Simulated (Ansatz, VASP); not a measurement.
## Te: VASP beside Ansatz

```
CELL_PARAMETERS angstrom
3.23042 0.00000 0.00000
0.00000 3.23042 0.00000
0.00000 0.00000 3.23042
ATOMIC_POSITIONS crystal
Te 0.00000 0.00000 0.00000
```

The cell was built by a generator and needn't be a form met in nature.

Alike in both runs: functional RPBE; k mesh 10 × 10 × 10; occupations fermi-dirac, width 0.1 eV; no spin polarisation.

Ansatz relaxed the structure, and its values are those at the end. VASP's run is a single point on that final structure, the one shown.

```csv
,VASP,Ansatz
version,VASP 6.6.1,Ansatz 0.2.0
potentials or method,"VASP PAW PBE potentials, release 64 (Te)","plane waves (420 eV) with PAW, scalar-relativistic"
plane-wave cutoff (eV),520,420
valence electrons in the cell,6,16
```

```csv
,VASP,Ansatz,Ansatz less VASP
pressure (GPa),-0.1,0.0,+0.07
```

With one functional, cell and mesh, what is left measures potentials, basis and numerics. The two sets of potentials don't hold the same shells in valence.

Caveats: the PAW data sets were made with another functional, which shifts forces and pressure a little (VASP). Spin-orbit coupling is left out, which matters for the levels of Te.
